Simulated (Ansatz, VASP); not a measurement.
One calculation of MgO2, two programs

```
Mg O
1.0
     1.60476    0.92651    3.35422
    -1.60476    0.92651    3.35422
     0.00000   -1.85302    3.35422
Mg O
1 2
Direct
  0.00000 0.00000 0.00000
  0.42879 0.42879 0.42879
  0.57121 0.57121 0.57121
```

Change from the starting cell: strain +0.000 along x and y, -0.040 along z, atoms carried along.

Alike in both runs: task single point; functional PBEsol; k mesh 12 × 12 × 12; occupations gaussian, width 0.05 eV; no spin polarisation.

|  | VASP | Ansatz |
| --- | --- | --- |
| version | VASP 6.6.1 | Ansatz 0.2.0 |
| potentials or method | VASP PAW PBE potentials, release 64 (Mg, O) | scalar-relativistic, plane waves, PAW |
| plane-wave cutoff (eV) | 520 | 420 |
| valence electrons in the cell | 14 | 22 |

Ansatz gave:

* gap on the k mesh at the Fermi level (eV): 3.07
* least direct gap on the mesh (eV): 3.11
* pressure (GPa): 3.2
* largest component of the traceless stress (GPa): 12.06
* rms of the force components (eV/Å): 0.463

**Question.** Estimate VASP's values.

**Answer.** gap on the k mesh at the Fermi level (eV): 3.04; least direct gap on the mesh (eV): 3.08; pressure (GPa): 3.2; largest component of the traceless stress (GPa): 13.53; rms of the force components (eV/Å): 0.580.

Atom by atom the forces differ by 0.117 eV/Å (rms over components). The two sets of potentials don't hold the same shells in valence.

Caveats: the PAW data sets were made with another functional, which shifts forces and pressure a little (VASP). A k mesh can miss the band edges.
